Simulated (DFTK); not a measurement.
**Tc: single point with PBE**

The system is Tc.

```
CELL_PARAMETERS angstrom
0.04787 1.96905 1.97138
2.00713 0.03456 1.98470
1.97312 1.94836 0.06856
ATOMIC_POSITIONS crystal
Tc 0.99325 0.99319 0.03631
```

The cell isn't the ideal one: cell strained at random at fixed volume.

* Program: DFTK 0.8.2
* Task: single point
* Functional: PBE
* Potentials or basis: dojo.nc.sr.pbe.v0_4_1.standard.upf (PBE)
* Cutoff: 1143 eV
* k mesh: 12 × 12 × 12
* Occupations: fermi-dirac, width 0.05 eV
* Spin: no spin polarisation
* Valence electrons: Tc 15
* SCF tolerance on the density: 1e-06

The pressure is -5.5 GPa and the band gap on the k mesh is none (metal or under the smearing width).

Stress tensor (GPa, compression positive):
```
-7.20 -0.70 -6.79
-0.70 -4.79 -4.95
-6.79 -4.95 -4.43
```

Levels at points of the mesh, in eV from the Fermi level:
```csv
k point,band 5,band 6,band 7,band 8,band 9,band 10,band 11,band 12
"(0.00, 0.00, 0.00)",-7.36,-2.15,-1.73,-1.37,0.70,0.89,14.08,18.72
"(-0.50, 0.00, 0.00)",-5.37,-2.35,-1.47,1.28,2.52,2.93,10.51,13.65
"(0.00, -0.50, 0.00)",-5.37,-2.19,-1.55,1.14,2.37,2.96,10.34,13.76
"(-0.50, -0.50, 0.00)",-5.71,-5.13,2.53,3.21,3.38,3.80,12.68,12.95
"(0.00, 0.00, -0.50)",-5.38,-2.24,-1.73,1.52,2.60,3.00,10.82,13.49
"(-0.50, 0.00, -0.50)",-5.71,-5.14,2.62,3.19,3.36,3.82,12.10,13.51
"(0.00, -0.50, -0.50)",-5.70,-5.12,2.59,3.23,3.31,3.56,12.52,13.48
"(-0.50, -0.50, -0.50)",-5.37,-2.00,-1.57,0.77,2.47,2.72,9.80,14.00
```

Run time: 17 min on 1 thread of Intel(R) Xeon(R) 6975P-C (Granite Rapids), with other jobs on the host, peak memory 6.5 GiB.
